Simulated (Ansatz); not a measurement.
# TiAl2: how settings move the results

The task here is to estimate one member of a computed series from the others.

Computed with Ansatz 0.2.0 (DFT PBEsol, scalar-relativistic, plane waves, PAW, unless a step's input says otherwise).

4 further runs of the same task are left out: 3 for a known fault of the program, 1 set aside as unsound or not needed. Runs told in other sessions of the task aren't counted.

### The starting structure

The structure is orthorhombic, space group Cmmm (No. 65). Conventional cell: a = 3.959 Å, b = 12.094 Å, c = 4.032 Å, α = 90.00°, β = 90.00°, γ = 90.00°. Ti (site symmetry m2m) is surrounded by 10 Al at 2.68 to 2.92 Å. Al (site symmetry mmm) is surrounded by 4 Ti at 2.68 Å and 8 Al at 2.83 to 2.93 Å. Around Al (site symmetry m2m) lie 6 Al at 2.67 to 2.93 Å and 6 Ti at 2.84 to 2.92 Å. Al (site symmetry mmm) is surrounded by 4 Ti at 2.70 Å and 8 Al at 2.83 to 2.91 Å.

Coordinates:

```
CELL_PARAMETERS angstrom
1.97955 -6.04720 0.00000
1.97955 6.04720 0.00000
0.00000 0.00000 4.03150
ATOMIC_POSITIONS crystal
Ti 0.64900 0.35100 0.00000
Ti 0.35100 0.64900 0.00000
Al 0.00000 0.00000 0.00000
Al 0.82400 0.17600 0.50000
Al 0.17600 0.82400 0.50000
Al 0.50000 0.50000 0.50000
```

Source of the structure: the Crystallography Open Database. It is taken as it stands there.

### The base input

input.yaml

```yaml
crystal:
  lattice:
    - [1.97955, -6.0472, 0.0]
    - [1.97955, 6.0472, 0.0]
    - [0.0, 0.0, 4.0315]
  atoms:
    - { symbol: Ti, position: [0.649, 0.351, 0.0] }
    - { symbol: Ti, position: [0.351, 0.649, 0.0] }
    - { symbol: Al, position: [0.0, 0.0, 0.0] }
    - { symbol: Al, position: [0.824, 0.176, 0.5] }
    - { symbol: Al, position: [0.176, 0.824, 0.5] }
    - { symbol: Al, position: [0.5, 0.5, 0.5] }
basis:
  ecutwfc: 420
kpoints:
  mp_grid: { grid: [10, 10, 10] }
hamiltonian:
  xc: pbesol
scf:
  occupations: { method: gaussian, width: 0.1 }
output:
  forces: true
  stress: true
  eigenvalues: true
  populations: true
```

It was run beforehand and gave: -1174.7459 eV/atom at zero smearing, pressure -2.81 GPa, largest force 0.859 eV/Å, no gap on the mesh, in 6 SCF cycles and 23 s.

Set-up of the first run:

input.yaml

```yaml
crystal:
  lattice:
    - [1.97955, -6.0472, 0.0]
    - [1.97955, 6.0472, 0.0]
    - [0.0, 0.0, 4.0315]
  atoms:
    - { symbol: Ti, position: [0.649, 0.351, 0.0] }
    - { symbol: Ti, position: [0.351, 0.649, 0.0] }
    - { symbol: Al, position: [0.0, 0.0, 0.0] }
    - { symbol: Al, position: [0.824, 0.176, 0.5] }
    - { symbol: Al, position: [0.176, 0.824, 0.5] }
    - { symbol: Al, position: [0.5, 0.5, 0.5] }
basis:
  ecutwfc: 420
kpoints:
  mp_grid: { grid: [1, 1, 1] }
hamiltonian:
  xc: pbesol
scf:
  occupations: { method: gaussian, width: 0.1 }
output:
  forces: true
  stress: true
  eigenvalues: true
```

Started as:

```bash
> ansatz run input.yaml --threads 1 --pin off --max-ram 2560MiB --backend cpu --events-out ev --progress --plain --runs-dir out
```

Steps of the session up to this table: K-point mesh: 1×1×1; K-point mesh: 2×2×2; K-point mesh: 4×4×4; K-point mesh set to 6×6×6; K-point mesh: 8×8×6; K-point mesh: 8×8×8; K-point mesh: 10×10×8; K-point mesh set to 12×12×12; K-point mesh: 14×14×14; K-point mesh set to 16×16×16.

One of the session's tables, all rows but one given; the rest of the session is left out.

| mesh | ΔE (meV/atom) | pressure (GPa) | largest change of a force component (eV/Å) |
| --- | --- | --- | --- |
| 1×1×1 | ? | ? | ? |
| 2×2×2 | 69.2 | -2.65 | 0.424 |
| 4×4×4 | 3.18 | -2.75 | 0.064 |
| 6×6×6 | 1.58 | -2.77 | 0.017 |
| 8×8×6 | 0.91 | -2.78 | 0.032 |
| 8×8×8 | -0.10 | -2.80 | 0.008 |
| 10×10×8 | -0.04 | -2.80 | 0.003 |
| 10×10×10 | -0.24 | -2.81 | 0.003 |
| 12×12×12 | 0.13 | -2.80 | 0.002 |
| 14×14×14 | -0.03 | -2.80 | 0.002 |
| 16×16×16 | 0.00 | -2.80 | 0.000 |

**Question.** Estimate the row for 1×1×1.

The run gave: ΔE (meV/atom): 925; pressure (GPa): -1.77; largest change of a force component (eV/Å): 3.037. In the column «ΔE (meV/atom)» it is the highest.

Limits of these values: The error changes sign along the series, since a k mesh isn't variational, and a metal needs dense meshes to resolve its Fermi surface. The listed cell is far from this method's equilibrium (-2.8 GPa, forces up to 0.86 eV/Å), so its values are not those of the relaxed crystal.
